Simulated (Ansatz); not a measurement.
A (010) slab of ZrSi₂ (Cmcm (No. 63)), 10 planes, outer planes Zr (top) and Si (bottom), with 12 atoms (Zr4Si8) in a surface cell of A = 13.632 Å², as cut from the bulk:

```
CELL_PARAMETERS angstrom
3.67907 0.00000 0.00000
0.00000 3.70518 0.00000
0.00000 0.00000 27.65331
ATOMIC_POSITIONS crystal
Si 0.25000 0.50000 0.27122
Si 0.75000 0.00000 0.27155
Zr 0.75000 0.50000 0.34874
Si 0.25000 0.00000 0.37668
Si 0.75000 0.00000 0.43347
Zr 0.25000 0.50000 0.46140
Si 0.25000 0.00000 0.53860
Si 0.75000 0.50000 0.53893
Zr 0.75000 0.00000 0.61613
Si 0.25000 0.50000 0.64406
Si 0.75000 0.50000 0.70085
Zr 0.25000 0.00000 0.72878
```

Level of theory: DFT PBE, scalar-relativistic, plane waves, PAW in Ansatz 0.2.0. Plane waves to 420 eV, a k mesh through Γ of 9×9×1 on the computed 12-atom cell and Gaussian smearing (0.10 eV); no spin polarisation. The cell repeats along c with a dipole correction in the vacuum.

Against the same 12 atoms in the bulk, the slab as cut lies 3.686 eV higher and the relaxed slab 3.419 eV higher.

(1) Work out the surface energy before and after relaxation.

(2) What is the ideal work of this cut, per area?

Answers

(1) The slab has two faces, so γ = (E_slab − N·E_bulk)/(2A), the mean of both. As cut: 3.686/(2 × 13.632) = 0.1352 eV/Å², and 1 eV/Å² = 16.02 J/m², so γ = 2.17 J/m². Relaxed: 3.419/(2 × 13.632) = 0.1254 eV/Å² = 2.01 J/m². Relaxation recovers 7 % of the cost of cutting.

(2) Griffith's ideal work is 2γ: 4.33 J/m² if the new faces stay rigid, 4.02 J/m² if they relax. Other cuts parallel to this plane can cost less. One thickness was run, 10 planes, so γ can still shift with it.

The cut runs between a flat square net of Si and the adjoining Zr plane, so it severs Zr–Si contacts but leaves the Si–Si bonds intact, both within the net and along the zigzag chains deeper in the slab. A work of separation of 4.33 J/m² for rigid faces is nevertheless substantial. This fits the bonding in a transition-metal disilicide, where Zr 4d states mix with Si 3p states and the metal–silicon contacts carry much of the cohesion between the layers; the structure is no stack of weakly bound sheets.

Relaxation recovers only 7 % of the cost, which suggests that the exposed layers mainly adjust their spacings and soften the loss of Zr–Si bonding without replacing it. The intact silicon framework probably limits what more could be gained within this surface cell. Because one face ends in Zr and the other in Si, the work of separation describes the pair, and the energies don't show which termination is costlier or gains more from relaxing.
